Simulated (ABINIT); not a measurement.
# Sn: band structure with PBE

The system is Sn.

```
Sn
1.0
     0.00000    3.23334    3.23334
     3.23334    0.00000    3.23334
     3.23334    3.23334    0.00000
Sn
2
Direct
  0.75000 0.75000 0.75000
  0.50000 0.50000 0.50000
```

This isn't the form of Sn at room conditions, which is tetragonal (white tin).

```
Program                                         : ABINIT 10.8.3 (patched build)
Task                                            : band structure
Functional                                      : PBE
Potentials or basis                             : JTH PAW PBE v2.0
Cutoff                                          : 408 eV
k mesh                                          : 7 × 7 × 7
Occupations                                     : fermi-dirac, width 0.05 eV
Spin                                            : no spin polarisation
Fine-grid cutoff                                : 816.342 eV
Exchange and correlation inside the PAW spheres : full angular mesh (pawxcdev 0, this build's default; the released program takes 1)
```

```
Band gap on the k mesh                                : none (metal or under the smearing width)
Valence electrons inside the program's atomic spheres : Sn 12.00, 12.04 (radii [1.3287] Å)
```

Levels at the corners of the path, in eV from the Fermi level:
```csv
point,band 10,band 11,band 12,band 13,band 14,band 15,band 16,band 17,band 18,band 19
Γ,-21.28,-10.67,-0.57,0.12,0.12,0.12,2.19,2.19,2.19,5.05
X,-21.21,-7.54,-7.54,-2.48,-2.48,0.84,0.84,7.82,7.82,9.42
W,-21.19,-7.47,-7.47,-3.06,-3.06,3.48,3.48,4.08,4.08,9.17
K,-21.19,-7.94,-7.05,-3.40,-2.11,1.13,3.41,5.83,6.07,6.85
Γ,-21.28,-10.67,-0.57,0.12,0.12,0.12,2.19,2.19,2.19,5.05
L,-21.23,-9.02,-6.32,-1.11,-1.11,0.03,3.27,3.27,5.67,8.60
U,-21.19,-7.94,-7.05,-3.40,-2.11,1.13,3.41,5.83,6.07,6.85
W,-21.19,-7.47,-7.47,-3.06,-3.06,3.48,3.48,4.08,4.08,9.17
L,-21.23,-9.02,-6.32,-1.11,-1.11,0.03,3.27,3.27,5.67,8.60
K,-21.19,-7.94,-7.05,-3.40,-2.11,1.13,3.41,5.83,6.07,6.85
```

Wall time 87 s on 1 thread of Arm Neoverse V1, on a shared host, peak memory 0.16 GiB.

Caveat: spin-orbit coupling is left out, which moves the levels of the heavy elements.
